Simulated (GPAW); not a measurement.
# Bi2Te3 (Tellurobismuthite) (P1) in GPAW: single point with PBE

Aim: the single point of Bi2Te3 (Tellurobismuthite) with PBE.

All numbers are computed with GPAW 26.7.0; they aren't measurements. Logs are shortened: lines on timing, memory, paths and dates and some standing lists are left out, and cuts for length are marked. The log counts tension as positive stress, the text compression.

**1. The cell of the first run**

The typed cell holds 5 atoms: a = 10.476 Å, b = 10.476 Å, c = 10.476 Å, α = 24.17°, β = 24.17°, γ = 24.17°.

**2. Single point, PBE (atoms moved at random, drawn with an rms of 0.05 Å)**

File run.py:

```python
from ase.dft.bandgap import bandgap
from ase.io import read, write
from ase.units import GPa
from gpaw import GPAW, PW

atoms = read('POSCAR')

calc = GPAW(mode=PW(600),
            xc='PBE',
            kpts={'size': (7, 7, 7), 'gamma': True},
            occupations={'name': 'fermi-dirac', 'width': 0.05},
            nbands=39,
            convergence={'density': 1e-05, 'energy': 1e-05},
            maxiter=150,
            txt='gpaw.txt')
atoms.calc = calc
energy = atoms.get_potential_energy()
forces = atoms.get_forces()
stress = atoms.get_stress()
calc.write('gs.gpw')
write('result.traj', atoms)
print(f'Energy: {energy:.6f} eV')
print('Forces (eV/A):')
print(forces.round(4))
print('Stress (GPa):', (stress / GPa).round(3))
print('Fermi level:', round(calc.get_fermi_level(), 4), 'eV')
print(f'Gap: {bandgap(calc)[0]:.4f} eV, direct: {bandgap(calc, direct=True)[0]:.4f} eV')
```

File POSCAR:

```
Bi2Te3
1.0
    2.1930000000      1.2661291403     10.1656666667
   -2.1930000000      1.2661291403     10.1656666667
    0.0000000000     -2.5322582807     10.1656666667
Bi Te
2 3
Direct
    0.6053920000      0.6019640000      0.5934390000
    0.3995250000      0.4038230000      0.3970330000
    0.7946950000      0.7851570000      0.7925540000
    0.2116570000      0.2085570000      0.2061240000
    0.0036430000      0.0033800000     -0.0061640000
```

Potentials or basis: GPAW PAW data sets (gpaw-data 1.2.1), pw.

Started as:

```console
$ OMP_NUM_THREADS=1 python run.py
```

gpaw.txt:

```text
__  _  _
 | _ |_)|_||  |
 |__||  | ||/\| - 26.7.0

Input parameters:
  mode=PW(ecut=600.0),
  convergence={'density': 1e-05, 'energy': 1e-05},
  kpts=MonkhorstPack(size=(7, 7, 7), gamma=True),
  maxiter=150,
  nbands=39,
  occupations=Occupations(name='fermi-dirac', width=0.05),
  xc=XC(name='PBE')

Diagonalizing LCAO Hamiltonian
Converting LCAO to pw mode

       Te

       Bi

       Bi

       Te

       Te

Atoms  # Å, Bohr magnetons
|   | symbol |         x |         y |         z |    initial magnetic moments |
|---|--------|-----------|-----------|-----------|-----------------------------|
| 0 |     Bi |  0.007518 |  0.025928 | 18.306282 | ( 0.0000,  0.0000,  0.0000) |
| 1 |     Bi | -0.009426 |  0.011752 | 12.202673 | ( 0.0000,  0.0000,  0.0000) |
| 2 |     Te |  0.020917 | -0.006655 | 24.117089 | ( 0.0000,  0.0000,  0.0000) |
| 3 |     Te |  0.006798 |  0.010086 |  6.367143 | ( 0.0000,  0.0000,  0.0000) |
| 4 |     Te |  0.000577 |  0.024501 |  0.008732 | ( 0.0000,  0.0000,  0.0000) |

Unit cell  # Å
| periodic |         x |         y |         z |   lengths |    angles |
|----------|-----------|-----------|-----------|-----------|-----------|
|      yes |  2.193000 |  1.266129 | 10.165667 | 10.476312 | 24.166112 |
|      yes | -2.193000 |  1.266129 | 10.165667 | 10.476312 | 24.166112 |
|      yes |  0.000000 | -2.532258 | 10.165667 | 10.476312 | 24.166112 |

Number of symmetries: 1
Symmetry operations  # r_c * U_cc + t_c -> r_c
|   | kind |            matrix            |
|---|------|------------------------------|
| 0 |  E   |  1, 0, 0,  0, 1, 0,  0, 0, 1 |

BZ-sampling:
  Number of BZ points: 343
  Number of IBZ points: 172

  Monkhorst-Pack size: [7, 7, 7]
  Monkhorst-Pack shift: [0, 0, 0]

K-points  # in reciprocal-cell coordinates
|     |                                coordinates |     weight |
|-----|--------------------------------------------|------------|
|   0 | (  0.00000000,   0.00000000,   0.00000000) | 0.00291545 |
|   1 | (  0.00000000,   0.00000000,   0.14285714) | 0.00583090 |
|   2 | (  0.00000000,   0.00000000,   0.28571429) | 0.00583090 |
|   3 | (  0.00000000,   0.00000000,   0.42857143) | 0.00583090 |
|   4 | (  0.00000000,   0.14285714,  -0.42857143) | 0.00583090 |
|   5 | (  0.00000000,   0.14285714,  -0.28571429) | 0.00583090 |
|   6 | (  0.00000000,   0.14285714,  -0.14285714) | 0.00583090 |
|   7 | (  0.00000000,   0.14285714,   0.00000000) | 0.00583090 |
|   8 | (  0.00000000,   0.14285714,   0.14285714) | 0.00583090 |
|   9 | (  0.00000000,   0.14285714,   0.28571429) | 0.00583090 |
| ... |                                            |            |
| 171 | (  0.42857143,   0.42857143,   0.42857143) | 0.00583090 |

Plane wave coefficients: 5672
Cutoff: 600.0 eV

Spin-components: 1 (collinear spins)
Bands:           39
Projectors:      27
Spin-degeneracy: 2
Datatype:        complex128

Parallelization:
  kpt:    1
  domain: 1
  band:   1

Density:
  Valence electrons: 48.0
  Components: 1
  Grid points: [60 60 60]
  Charge: 0.0  # |e|

Potential:
  Grid points: [60 60 60]

species:
  Bi:
    name:    Bismuth
    Z:       83.0
    valence: 15
    core:    68
    charge:  0.0  # [|e|]
    compensation charges:
      type: gauss
      rc: 0.38  # [Å]
      lmax: 2
    cutoffs:
      filter: 2.23  # [Å]
      core: 2.33  # [Å]
    projectors
    | kind |    occ | energy [eV] | rcut [Å] |
    |------|--------|-------------|----------|
    |   6s |  2.000 |     -14.385 |    1.286 |
    |   6p |  3.000 |      -4.580 |    1.275 |
    |   5d | 10.000 |     -27.119 |    1.349 |
    |    s |        |      12.827 |    1.286 |
    |    p |        |      22.631 |    1.275 |
    |    d |        |       0.093 |    1.349 |

    Using partial waves for Bi as LCAO basis

  Te:
    name:    Tellurium
    Z:       52.0
    valence: 6
    core:    46
    charge:  0.0  # [|e|]
    compensation charges:
      type: gauss
      rc: 0.36  # [Å]
      lmax: 2
    cutoffs:
      filter: 2.09  # [Å]
      core: 3.17  # [Å]
    projectors
    | kind |    occ | energy [eV] | rcut [Å] |
    |------|--------|-------------|----------|
    |   5s |  2.000 |     -15.089 |    1.180 |
    |   5p |  4.000 |      -5.955 |    1.196 |
    |    s |        |      12.123 |    1.180 |
    |    p |        |      21.256 |    1.196 |
    |    d |        |       0.000 |    1.238 |

    Using partial waves for Te as LCAO basis

Reference energy: -1724068.816207  # eV

eigensolver:
  PPCG
  Converge bands: occupied
  niter=2

density mixing:
  MSR1-Mixer
  Pratt-step length: 0.05
  Maximum mixing coefficient: 0.75
  Old densities: 10
  SVD Regularization: 0.005
  Good broyden scale: 1.0
  Trust region scale: 1.0
  Backstep threshold: 4.0
  History deletion threshold: 6.0
  Fourier metric: weight=20.0, sigma=0.015

occupation numbers:
  Fermi-Dirac:
    width: 0.0500  # eV

poisson solver:
  ecut: 4800.0  # eV

xc functional:
  name: PBE with 2 nearest neighbor stencil

convergence criteria:
- Maximum integral of absolute [dens]ity change: 1e-05 electrons / valence electron
- Maximum [total energy] change in last 3 cyles: 1e-05 eV / valence electron
- Maximum integral of absolute [eigenst]ate change: 4e-08 eV^2 / valence electron
maximum number of iterations: 150

SCF iterations
|iter     | |      energy | eigst |  dens |
|---------|-|-------------|-------|-------|
|iter:   1| |  -20.212598 | +0.09 |       |
|iter:   2| |  -20.222890 | -1.96 | -1.33 |
|iter:   3| |  -20.190607 | -2.66 | -1.39 |
|iter:   4| |  -20.083263 | -3.23 | -1.59 |
|iter:   5| |  -20.081381 | -3.73 | -1.96 |
|iter:   6| |  -20.082211 | -4.34 | -2.41 |
|iter:   7| |  -20.082010 | -5.67 | -3.11 |
|iter:   8| |  -20.082053c| -5.80 | -3.48 |
|iter:   9| |  -20.082065c| -6.21 | -3.94 |
|iter:  10| |  -20.082065c| -7.60c| -4.51 |
|iter:  11| |  -20.082065c| -8.21c| -4.76 |
|iter:  12| |  -20.082065c| -8.77c| -5.25c|

Converged in 12 steps
Energy contributions relative to reference atoms: (reference = -1724068.816207)

Energy contributions:
  Kinetic:          60.407522
  Coulomb:         -58.170255
  Zero:             -2.530604
  External:          0.000000
  Xc:              -19.788634
  Entropy:          -0.000190
  Spinorbit:         0.000000
  ----------------------------
  Free energy:     -20.082160
  Extrapolated:    -20.082065

dipole moment: (0.265302, -21.022888, -43.286528)  # |e|*Ang

Fermi level: 6.147
Eigenvalues  # (at kpt = [0.000, 0.000, 0.000])
| band index |      eig [eV] | occ [0-2] |
|------------|---------------|-----------|
|          0 |       -17.409 |     2.000 |
|        ... |               |           |
|         16 |         3.894 |     2.000 |
|         17 |         4.192 |     2.000 |
|         18 |         4.255 |     2.000 |
|         19 |         4.286 |     2.000 |
|         20 |         4.321 |     2.000 |
|         21 |         5.108 |     2.000 |
[... 8 lines left out ...]
|         30 |        10.799 |     0.000 |
|         31 |        11.288 |     0.000 |
|        ... |               |           |
|         38 |        13.154 |     0.000 |

Gap: 0.266 eV
Transition (v -> c):
  (s=0, k=0, n=23, [0.00, 0.00, 0.00]) -> (s=0, k=0, n=24, [0.00, 0.00, 0.00])
No difference between direct/indirect transitions

Forces  # eV/Ang
|        x |        y |        z |
|----------|----------|----------|
| -0.02381 | -0.02442 | -0.16966 |  # Bi   0
|  0.06921 | -0.02261 |  0.06960 |  # Bi   1
| -0.08867 |  0.06826 | -0.07794 |  # Te   2
|  0.01373 |  0.03439 |  0.20944 |  # Te   3
|  0.02956 | -0.05564 | -0.03147 |  # Te   4

Stress tensor  # eV/Ang^3
|         x |         y |         z |
|-----------|-----------|-----------|
| -0.009861 | -0.000388 |  0.000781 |
| -0.000388 | -0.010332 | -0.000454 |
|  0.000781 | -0.000454 | -0.008142 |

# Writing to gs.gpw (mode='')
```

Run time: 55 min. Hardware: 1 thread of Arm Neoverse V1, shared host; peak memory 1.3 GiB.

Results:

* Free energy: -20.0822 eV
* Pressure: 1.5 GPa
* Largest force: 0.213 eV/Å
* Band gap on the k mesh: 0.27 eV, direct

Forces in eV/Å, atoms in the order of the input:
```
Bi  -0.024 -0.024 -0.170
Bi   0.069 -0.023  0.070
Te  -0.089  0.068 -0.078
Te   0.014  0.034  0.209
Te   0.030 -0.056 -0.031
```

Levels at points of the mesh, in eV from the valence-band top:
```
           k point  band 21  band 22  band 23  band 24  band 25  band 26  band 27  band 28
(0.00, 0.00, 0.00)    -1.69    -0.90    -0.88     0.00     0.27     0.57     0.63     1.96
```

Caveat: spin-orbit coupling is left out, which as a rule narrows the gap of such compounds by several tenths of an eV; an odd mesh through Γ misses points on the zone boundary, where band edges often lie; the program warned that so skewed a cell can give wrong results.
